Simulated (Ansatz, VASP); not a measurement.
One calculation of Al, two programs

```
CELL_PARAMETERS angstrom
0.00000 1.99235 1.99235
1.99235 0.00000 1.99235
1.99235 1.99235 0.00000
ATOMIC_POSITIONS crystal
Al 0.00000 0.00000 0.00000
```

Alike in both runs: functional LDA; k mesh 16 × 16 × 16; occupations fermi-dirac, width 0.15 eV; no spin polarisation.

Ansatz relaxed the structure, and its values are those at the end. VASP's run is a single point on that final structure, the one shown.

|  | VASP | Ansatz |
| --- | --- | --- |
| version | VASP 6.6.1 | Ansatz 0.2.0 |
| potentials or method | VASP PAW LDA potentials, release 64 (Al) | scalar-relativistic, plane waves, PAW |
| plane-wave cutoff (eV) | 520 | 420 |
| valence electrons in the cell | 3 | 3 |

Ansatz gave:

```
gap on the k mesh at the Fermi level (eV) : none
pressure (GPa)                            : 0.0
```

**Question.** Which values does VASP return?

**Answer.** gap on the k mesh at the Fermi level (eV): none; pressure (GPa): 0.1.

A gap of «none» marks a metal or a gap that the smearing closes. Ansatz warned: «pseudo_functional_mismatch».
